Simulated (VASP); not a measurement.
# NiO under changes of volume

One of the cells (11.474 Å³/atom); the others are scaled copies at fixed shape and fractional positions:

```
CELL_PARAMETERS angstrom
0.00000 2.25547 2.25547
2.25547 0.00000 2.25547
2.25547 2.25547 0.00000
ATOMIC_POSITIONS crystal
Ni 0.00000 0.00000 0.00000
O 0.75000 0.75000 0.75000
```

The cell was built by a generator and needn't be a form met in nature.

| Item | Value |
| --- | --- |
| Program | VASP 6.6.1 |
| Functional | PBE |
| Potentials or basis | VASP PAW PBE potentials, release 64 (Ni, O) |
| Cutoff | 520 eV |
| k mesh | 10 × 10 × 10 |
| Occupations | fermi-dirac, width 0.05 eV |
| Spin | collinear spin, ferromagnetic start |
| Starting moments | [1.0, 0.0] μB |

```tsv
volume (Å³/atom)	energy over the lowest point (meV/atom)	pressure (GPa)	moment (μB per cell)
10.574	20.75	10.2	1.76
10.799	8.77	6.6	1.83
11.024	?	?	?
11.474	0.00	-2.5	1.94
11.699	4.98	-5.0	1.96
11.924	13.30	-7.2	1.97
```

Question: What does the run at 11.024 Å³/atom give?

Answer: Energy over the lowest point 1.56 meV/atom; pressure 3.3 GPa; moment 1.88 μB per cell.

Worked out: A Birch-Murnaghan fit of order 3 (a polynomial in V^(-2/3)) to the other rows has its minimum at 11.29 Å³/atom with B0 = V·E''(V) = 142 GPa and B' = 3.3. It gives 1.57 meV/atom at 11.024 Å³/atom, against the run's 1.56, and -dE/dV = 3.5 GPa, against 3.3. A parabola through the other rows of the moment, of slope 0.199 μB per Å³/atom there, gives 1.87 μB, against the run's 1.88.

Energies are extrapolated to zero smearing.

Caveats: a cell with one magnetic atom can't hold antiferromagnetic order, which such compounds often take.
